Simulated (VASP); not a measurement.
## CaF2: relaxation of cell and atoms with PBE

CaF2:

```
CELL_PARAMETERS angstrom
0.00000 2.75650 2.75650
2.75650 0.00000 2.75650
2.75650 2.75650 0.00000
ATOMIC_POSITIONS crystal
Ca 0.00000 0.00000 0.00000
F 0.75000 0.75000 0.75000
F 0.25000 0.25000 0.25000
```

The cell comes from a database or a generator and needn't be the stable form of this composition.

| Quantity | Value |
| --- | --- |
| Program | VASP 6.6.1 |
| Task | relaxation of cell and atoms |
| Functional | PBE |
| Potentials or basis | VASP PAW PBE potentials, release 64 (Ca_sv, F) |
| Cutoff | 600 eV |
| k mesh | 9 × 9 × 9 |
| Occupations | gaussian, width 0.02 eV |
| Spin | no spin polarisation |
| Further INCAR settings | ALGO = Fast; EDIFF = 1e-06; IBRION = 2; EDIFFG = -0.005; NSW = 80; ISIF = 3 |

```
Pressure after relaxing : 0.0 GPa
Band gap on the k mesh  : 7.14 eV, indirect (least direct gap 7.37 eV)
```

Final structure:
```cif
data_structure
_symmetry_space_group_name_H-M 'P 1'
_symmetry_Int_Tables_number 1
_cell_length_a 3.8983
_cell_length_b 3.8983
_cell_length_c 3.8983
_cell_angle_alpha 60.000
_cell_angle_beta 60.000
_cell_angle_gamma 60.000
_cell_volume 41.89
loop_
_atom_site_label
_atom_site_type_symbol
_atom_site_fract_x
_atom_site_fract_y
_atom_site_fract_z
_atom_site_occupancy
Ca1 Ca 0.00000 0.00000 0.00000 1
F1 F 0.75000 0.75000 0.75000 1
F2 F 0.25000 0.25000 0.25000 1
```

Levels at points of the mesh, in eV from the valence-band top:
| k point | band 10 | band 11 | band 12 | band 13 | band 14 | band 15 |
| --- | --- | --- | --- | --- | --- | --- |
| (0.00, 0.00, 0.00) | -0.23 | -0.23 | -0.23 | 7.14 | 9.07 | 9.07 |

Run time: 17 s on 2 MPI ranks on Intel(R) Xeon(R) Platinum 8375C CPU @ 2.90GHz (Ice Lake), on a shared host, peak memory 0.18 GiB a rank.

Caveat: the relaxation stopped at its first step, so nothing moved; an odd mesh through Γ misses points on the zone boundary, where band edges often lie.
